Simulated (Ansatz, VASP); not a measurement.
## As: VASP beside Ansatz

INCAR

```
  PREC = Accurate
  ENCUT = 520
  EDIFF = 1E-7
  ISMEAR = -1
  SIGMA = 0.1
  LREAL = F
  LASPH = T
  NELM = 60
  ALGO = Normal
  ISIF = 2
  LWAVE = F
  LCHARG = F
  GGA = PE
  NBANDS = 12
```

The input KPOINTS:

```
Automatic mesh
0
Gamma
  14 14 14
```

Contents of POSCAR:

```
As
1.0
    1.8390498687     -1.0617759368      3.1087289109
    0.0000000000      2.1235518735      3.1087289109
   -1.8390498687     -1.0617759368      3.1087289109
As
2
Direct
    0.2369110440      0.2369110440      0.2369110440
   -0.2369110440     -0.2369110440     -0.2369110440
```

Input for Ansatz:

```yaml
crystal:
  lattice:
    - [1.8390498687, -1.0617759368, 3.1087289109]
    - [0.0, 2.1235518735, 3.1087289109]
    - [-1.8390498687, -1.0617759368, 3.1087289109]
  atoms:
    - { symbol: As, position: [0.236911044, 0.236911044, 0.236911044] }
    - { symbol: As, position: [-0.236911044, -0.236911044, -0.236911044] }
kpoints:
  mp_grid: { grid: [14, 14, 14] }
scf:
  occupations: { method: fermi_dirac, width: 0.1 }
hamiltonian:
  xc: pbe
  pseudopotentials: { kind: paw }
output:
  forces: true
  stress: true
  eigenvalues: true
  populations: true
```

Change from the starting cell: volume scaled by 0.8, PAW files.

Alike in both runs: task single point; functional PBE; k mesh 14 × 14 × 14; occupations fermi-dirac, width 0.1 eV; no spin polarisation.

|  | VASP | Ansatz |
| --- | --- | --- |
| version | VASP 6.6.1 | Ansatz 0.2.0 |
| potentials or method | VASP PAW PBE potentials, release 64 (As) | PAW with Ansatz's default frozen-core files, scalar-relativistic |
| plane-wave cutoff (eV) | 520 | 420 |
| valence electrons in the cell | 10 | 30 |

Ansatz gave:

| Property | Result |
| --- | --- |
| pressure (GPa) | 14.5 |
| largest component of the traceless stress (GPa) | 0.05 |
| rms of the force components (eV/Å) | 0.001 |

**Question.** What did VASP give for the same quantities?

**Answer.** Pressure (GPa): 15.0; largest component of the traceless stress (GPa): 0.11; rms of the force components (eV/Å): 0.029.

Atom by atom the forces differ by 0.030 eV/Å (rms over components). The two sets of potentials don't hold the same shells in valence.

Caveats: so large a pressure means that the cell lies far from this level's equilibrium, or that cutoff or potentials fall short (VASP).
